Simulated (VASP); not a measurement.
# BN in VASP: settings compared, part 2 of 2

VASP 6.6.1. The steps go on from the part before.

**3. Single point, PBE**

This run uses another cell than the first one: it holds 2 atoms, not 4.

The input, INCAR:

```
ALGO = Normal
DIPOL = 0.5 0.5 0.500
EDIFF = 1E-7
ENCUT = 650
GGA = PE
IDIPOL = 3
ISIF = 2
ISMEAR = 0
LASPH = True
LCHARG = False
LDIPOL = True
LREAL = False
LVACPOTAV = True
LVHAR = True
LWAVE = False
NBANDS = 14
NELM = 120
PREC = Accurate
SIGMA = 0.05
```

The input, KPOINTS:

```
k-points
0
Gamma
  13 13 1
```

The input, POSCAR:

```
BN
1.0
    2.4982400000      0.0000000000      0.0000000000
   -1.2491200000      2.1635393000      0.0000000000
    0.0000000000      0.0000000000     18.0000000000
N B
1 1
Direct
    0.3333333333      0.6666666667      0.5000000000
    0.6666666667      0.3333333333      0.5000000000
```

Potentials or basis: VASP PAW PBE potentials, release 64 (N, B).

Started as:

```console
cat potpaw_PBE.64/N/POTCAR potpaw_PBE.64/B/POTCAR > POTCAR
mpirun -np 1 vasp_std > vasp.out
```

OUTCAR:

```text
EDIFF = 1E-7
   ENCUT = 650
   GGA = PE
   ISIF = 2
   ISMEAR = 0
   LASPH = True
   LREAL = False
   NELM = 120
   PREC = Accurate

 Found     21 irreducible k-points:

 Following reciprocal coordinates:
            Coordinates               Weight
  0.000000  0.000000  0.000000      1.000000
  0.076923  0.000000  0.000000      6.000000
  0.153846 -0.000000  0.000000      6.000000
  0.230769 -0.000000  0.000000      6.000000
  0.307692 -0.000000  0.000000      6.000000
  0.384615  0.000000  0.000000      6.000000
   k-points           NKPTS =     21   k-points in BZ     NKDIM =     21   number of bands    NBANDS=     14
   number of dos      NEDOS =    301   number of ions     NIONS =      2
   total plane-waves  NPLWV =  86400
   dimension x,y,z NGX =    24 NGY =   24 NGZ =  150
   dimension x,y,z NGXF=    48 NGYF=   48 NGZF=  300
   ions per type =               1   1
   NGX,Y,Z   is equivalent  to a cutoff of  15.97, 15.97, 13.85 a.u.
   NGXF,Y,Z  is equivalent  to a cutoff of  31.94, 31.94, 27.71 a.u.
 SYSTEM =  unknown system
   PREC   = accura    normal or accurate (medium, high low for compatibility)
   ISTART =      0    job   : 0-new  1-cont  2-samecut
   ICHARG =      2    charge: 1-file 2-atom 10-const
   ISPIN  =      1    spin polarized calculation?
   LNONCOLLINEAR =      F non collinear calculations
   LSORBIT =      F    spin-orbit coupling
   LASPH  =      T    aspherical Exc in radial PAW
   ENCUT  =  650.0 eV  47.77 Ry    6.91 a.u.   5.19  5.19 37.42*2*pi/ulx,y,z
   NELM   =    120;   NELMIN=  2; NELMDL= -5     # of ELM steps
   EDIFF  = 0.1E-06   stopping-criterion for ELM
   LREAL  =      F    real-space projection
   EDIFFG = 0.1E-05   stopping-criterion for IOM
   NSW    =      0    number of steps for IOM
   IBRION =     -1    ionic relax: 0-MD 1-quasi-New 2-CG
   NFREE  =      0    steps in history (QN), initial steepest desc. (CG)
   ISIF   =      2    stress and relaxation
   ISYM   =      2    0-nonsym 1-usesym 2-fastsym
   POTIM  = 0.5000    time-step for ionic-motion
   TEBEG  =    0.0;   TEEND  =   0.0 temperature during run
   PSTRESS=    0.0 pullay stress
   NELECT =       8.0000    total number of electrons
   NUPDOWN=      -1.0000    fix difference up-down
   EMIN   =  10.00;   EMAX   =-10.00  energy-range for DOS
   EFERMI =   0.00;   METHOD = LEGACY
   ISMEAR =     0;   SIGMA  =   0.05  broadening in eV -4-tet -1-fermi 0-gaus
   EFERMI_NEDOS =   21; number of points for ismear=-14 and -15
   IALGO  =     38    algorithm
   IMIX   =      4    mixing-type and parameters
     AMIX     =   0.40;   BMIX     =  1.00
     AMIX_MAG =   1.60;   BMIX_MAG =  1.00
  volume/ion in A,a.u.               =      48.65       328.28
  Fermi-wavevector in a.u.,A,eV,Ry     =   0.711892  1.345282  6.895307  0.506791
  Thomas-Fermi vector in A             =   1.799124
   LORBIT       =      0    0 simple, 1 ext, 2 COOP (PROOUT), +10 PAW based schemes
   GGA     = PE    functional components
   LHFCALC =     F    Hartree Fock is set to
   AEXX    =    0.0000 exact exchange contribution
   IVDW    =     0    specifies the selected vdW correction
   LEPSILON=     F    determine dielectric tensor
   LRPA    =     F    only Hartree local field effects (RPA)
 non-spin polarized calculation
 Gauss-broadening in eV      SIGMA  =   0.05
  energy-cutoff  :      650.00
  volume of cell :       97.29
 maximum number of plane-waves:      3701
 NGX is ok and might be reduce to    24

 dipolmoment           0.000000      0.000000      0.000000 electrons x Angstroem

 number of electron       7.9999998 magnetization

 dipolmoment           0.000000      0.000000     -0.000000 electrons x Angstroem

 Free energy of the ion-electron system (eV)
  ---------------------------------------------------
  ext. energy  EPLUGINS =         0.00000000
  ---------------------------------------------------
  free energy    TOTEN  =       -17.60247597 eV

  energy without entropy =      -17.60247597  energy(sigma->0) =      -17.60247597

 E-fermi :  -4.0887     XC(G=0):  -2.3405

 val. band max:       -4.4073999048   @ k =   0.3077   0.3077   0.0000
 cond. band min:       0.3771700928   @ k =   0.0000   0.0000   0.0000
 fundamental gap:      4.7845699976
 Fermi energy:        -4.0886599539

 k-point     1 :       0.0000    0.0000    0.0000
  band No.  band energies     occupation
      1     -22.0104      2.00000
      2      -9.5835      2.00000
      3      -5.6308      2.00000
      4      -5.6308      2.00000
      5       0.3772      0.00000
      6       1.3077      0.00000
      7       1.7216      0.00000
      8       2.9032      0.00000
      9       3.3569      0.00000
     10       5.4201      0.00000
     11       6.0028      0.00000
     12       7.3506      0.00000
     13       7.3506      0.00000
     14       8.2130      0.00000

 k-point     2 :       0.0769    0.0000    0.0000
  band No.  band energies     occupation
      1     -21.8959      2.00000
      2      -9.4295      2.00000
      3      -6.1122      2.00000
      4      -5.8544      2.00000
      5       0.5741      0.00000
      6       1.4890      0.00000
      7       1.9126      0.00000
      8       3.0821      0.00000
      9       3.5505      0.00000
     10       5.5645      0.00000
     11       6.1935      0.00000
     12       7.2918      0.00000
     13       7.8610      0.00000
     14       8.1139      0.00000

 k-point     3 :       0.1538   -0.0000    0.0000
  band No.  band energies     occupation
      1     -21.5577      2.00000
      2      -8.9734      2.00000
      3      -7.3538      2.00000
      4      -6.4142      2.00000
      5       1.1446      0.00000
      6       2.0253      0.00000
      7       2.4827      0.00000
      8       3.6062      0.00000
      9       4.1156      0.00000
     10       5.8902      0.00000
     11       6.6028      0.00000
     12       7.3006      0.00000
     13       7.7040      0.00000
     14       9.2648      0.00000

 k-point     4 :       0.2308   -0.0000    0.0000
  band No.  band energies     occupation
      1     -21.0145      2.00000
      2      -8.9759      2.00000
      3      -8.2361      2.00000
      4      -7.0929      2.00000
      5       2.0621      0.00000
      6       2.8599      0.00000
      7       3.4270      0.00000
      8       4.3478      0.00000
      9       5.0123      0.00000
     10       5.7275      0.00000
     11       6.6786      0.00000
     12       7.6903      0.00000
     13       8.0080      0.00000
     14      11.0715      0.00000

 k-point     5 :       0.3077   -0.0000    0.0000
  band No.  band energies     occupation
      1     -20.3111      2.00000
      2     -10.6603      2.00000
      3      -7.7145      2.00000
      4      -7.2676      2.00000
      5       3.1672      0.00000
      6       3.2969      0.00000
      7       4.7022      0.00000
      8       4.7357      0.00000
      9       5.9954      0.00000
     10       6.1449      0.00000
     11       6.8887      0.00000
     12       8.7108      0.00000
     13       9.2634      0.00000
     14      12.1429      0.00000

 k-point     6 :       0.3846    0.0000    0.0000
  band No.  band energies     occupation
      1     -19.5533      2.00000
      2     -12.1406      2.00000
      3      -8.1736      2.00000
      4      -6.1921      2.00000
      5       1.8297      0.00000
      6       4.6988      0.00000
      7       6.1249      0.00000
      8       6.1828      0.00000
      9       6.6347      0.00000
     10       7.6888      0.00000
     11       8.2355      0.00000
     12      10.1911      0.00000
     13      10.8102      0.00000
     14      11.9779      0.00000

 [... further k-points ...]

------------------------ aborting loop because EDIFF is reached ----------------------------------------

  FORCE on cell =-STRESS in cart. coord.  units (eV):
  Direction    XX          YY          ZZ          XY          YZ          ZX
  --------------------------------------------------------------------------------------
  -------------------------------------------------------------------------------------
  Total        0.6707436      0.6707436     -0.0369643      0.0000000      0.0000000      0.0000000
  in kB       11.0457609     11.0457609     -0.6087263      0.0000000      0.0000000      0.0000000
  external PRESSURE =       7.1609318 kB  Pullay stress =       0.0000000 kB

 VOLUME and BASIS-vectors are now :
 -----------------------------------------------------------------------------
  energy-cutoff  :      650.00
  volume of cell :       97.29
      direct lattice vectors                 reciprocal lattice vectors
     2.498240000  0.000000000  0.000000000     0.400281798  0.231102805  0.000000000
    -1.249120000  2.163539300  0.000000000     0.000000000  0.462205609  0.000000000
     0.000000000  0.000000000 18.000000000     0.000000000  0.000000000  0.055555556

 POSITION                                       TOTAL-FORCE (eV/Angst)
 -----------------------------------------------------------------------------------
     -0.00000      1.44236      9.00000        -0.000000     -0.000000      0.000000
      1.24912      0.72118      9.00000         0.000000      0.000000      0.000000
 -----------------------------------------------------------------------------------
    total drift:                               -0.000000      0.000000     -0.000000

  FREE ENERGIE OF THE ION-ELECTRON SYSTEM (eV)
  ---------------------------------------------------
  free  energy   TOTEN  =       -17.6024759654 eV

  energy  without entropy=      -17.6024759654  energy(sigma->0) =      -17.60247597

 vacuum level on the upper side and lower side of the slab         1.498         1.498
```

OSZICAR:

```text
N       E                     dE             d eps       ncg     rms          rms(c)
DAV:   1     0.568936840882E+02    0.56894E+02   -0.33957E+03   588   0.490E+02
DAV:   2    -0.138149519030E+02   -0.70709E+02   -0.61049E+02   800   0.121E+02
DAV:   3    -0.194995402596E+02   -0.56846E+01   -0.56569E+01   798   0.408E+01
[... 13 lines left out ...]
DAV:  17    -0.176024639118E+02   -0.44618E-04   -0.31452E-06   666   0.484E-03    0.185E-03
DAV:  18    -0.176024728131E+02   -0.89013E-05   -0.14093E-07   682   0.141E-03    0.283E-04
DAV:  19    -0.176024753584E+02   -0.25452E-05   -0.58539E-08   658   0.931E-04    0.629E-04
DAV:  20    -0.176024759569E+02   -0.59850E-06   -0.18493E-08   716   0.608E-04    0.972E-05
DAV:  21    -0.176024759654E+02   -0.85397E-08   -0.65276E-10   698   0.149E-04
   1 F= -.17602476E+02 E0= -.17602476E+02  d E =-.224788E-20
```

stdout:

```text
POSCAR found type information on POSCAR N B
 POSCAR found :  2 types and       2 ions
 scaLAPACK will be used
 LDA part: xc-table for (Slater+PW92), standard interpolation
 POSCAR, INCAR and KPOINTS ok, starting setup
 FFT: planning ... GRIDC
 FFT: planning ... GRID_SOFT
 FFT: planning ... GRID
 WAVECAR not read
 entering main loop
 -----------------------------------------------------------------------------
|                                                                             |
|           W    W    AA    RRRRR   N    N  II  N    N   GGGG   !!!           |
|           W    W   A  A   R    R  NN   N  II  NN   N  G    G  !!!           |
|           W    W  A    A  R    R  N N  N  II  N N  N  G       !!!           |
|           W WW W  AAAAAA  RRRRR   N  N N  II  N  N N  G  GGG   !            |
|           WW  WW  A    A  R   R   N   NN  II  N   NN  G    G                |
|           W    W  A    A  R    R  N    N  II  N    N   GGGG   !!!           |
|                                                                             |
|     Did not find any points to average over, which means that no vacuum     |
|     field-free region was found. Please increase the size of  your cell     |
|     in the dimension of the dipole correction to obtain accurate            |
|     workfunction values.                                                    |
|                                                                             |
 -----------------------------------------------------------------------------
```

Run time: 47 s. Hardware: 1 thread of Intel Xeon Platinum 8259CL at 2.50GHz (Skylake/Cascade Lake), shared host; peak memory 0.28 GiB.

These settings aren't checked as converged: the numbers below hold their error.

Results:

- Free energy: -17.6025 eV
- Band gap on the k mesh: 4.78 eV, indirect (least direct gap 4.90 eV)
- Ionisation potential of the upper face: 5.91 eV

**4. The reference run**

An earlier run on the cell as given: functional PBE; potentials or basis VASP PAW PBE potentials, release 64 (N, B); cutoff 520 eV; k mesh 12 × 12 × 4; occupations fermi-dirac, width 0.05 eV; no spin polarisation.

* Pressure: 5.1 GPa
* Band gap on the k mesh: 4.29 eV, indirect (least direct gap 4.66 eV)
